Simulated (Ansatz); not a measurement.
# Os (diamond): energy against volume

The calculation used DFT, RPBE, plane waves (420 eV) with PAW, scalar-relativistic (Ansatz). The PAW files were generated under PBE, with cores re-solved for the functional.

The cell is scaled uniformly from the relaxed one, with fractional coordinates and shape fixed. Energies are extrapolated to zero smearing, pressures are those at the given smearing. Magnetic state: spin not included.

A Birch-Murnaghan fit gives V₀ = 21.71 Å³/atom, B₀ = 196 GPa, B₀′ = 4.6.

Task: What are the energy above the minimum and the pressure at 19.118 Å³/atom?

Result: 240.8 meV/atom and 33.58 GPa as computed.

Task: What are the energy above the minimum and the pressure at 22.594 Å³/atom?

Result: 20.2 meV/atom and -6.96 GPa as computed.

Task: What are the energy above the minimum and the pressure at 23.463 Å³/atom?

Result: 74.3 meV/atom and -12.52 GPa as computed.
